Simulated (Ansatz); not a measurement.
## P, diamond: how the functional moves the structure

All rows: Ansatz, plane waves with scalar-relativistic PAW, 420 eV (500 eV for the SCAN forms), relaxed under each functional, no dispersion correction, no zero-point motion. B₀ comes from uniform scaling at fixed shape; a dash is a value not given.

```
functional  V (Å³/atom)         cell  B₀ (GPa)     magnetic state  ΔE to black phosphorus (meV/atom)
       PBE        20.55  a = 5.478 Å        44  spin not included                                544
    r²SCAN        19.94  a = 5.423 Å        46  spin not included                                662
    PBEsol        19.40  a = 5.374 Å        50  spin not included                                527
       LDA        19.04  a = 5.341 Å        53  spin not included                                527
    revPBE        21.06  a = 5.523 Å        41  spin not included                                580
      RPBE        21.27  a = 5.541 Å        40  spin not included                                591
      BLYP        23.33  a = 5.715 Å        40  spin not included                                559
```

LDA gives the smallest volume and BLYP the largest.
